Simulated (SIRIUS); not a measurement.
# Ge: single point with PBE

The system is Ge.

```
Ge
1.0
     2.64007   -0.03320   -0.02985
    -0.03320    2.75601   -0.02582
    -0.02985   -0.02582    2.73777
Ge
1
Direct
  0.01272 0.00517 0.01171
```

The cell isn't the ideal one: cell strained at random at fixed volume.

```yaml
Program: SIRIUS 7.10.0
Task: single point
Functional: PBE
Potentials_or_basis: PseudoDojo 0.4.1 PBE standard (scalar relativistic)
Cutoff: 1078 eV
Density_cutoff: 4311 eV
k_mesh: 10 × 10 × 10
Occupations: fermi-dirac, width 0.05 eV
Spin: no spin polarisation
```

```json
{"Pressure": "0.0 GPa", "Band gap on the k mesh": "none (metal or under the smearing width)"}
```

Stress tensor (GPa, compression positive):
```
 5.27  0.46  0.38
 0.46 -3.24  0.17
 0.38  0.17 -1.92
```

It took 110 s on 1 thread of Arm Neoverse V2, with other jobs on the host, peak memory 1.1 GiB.
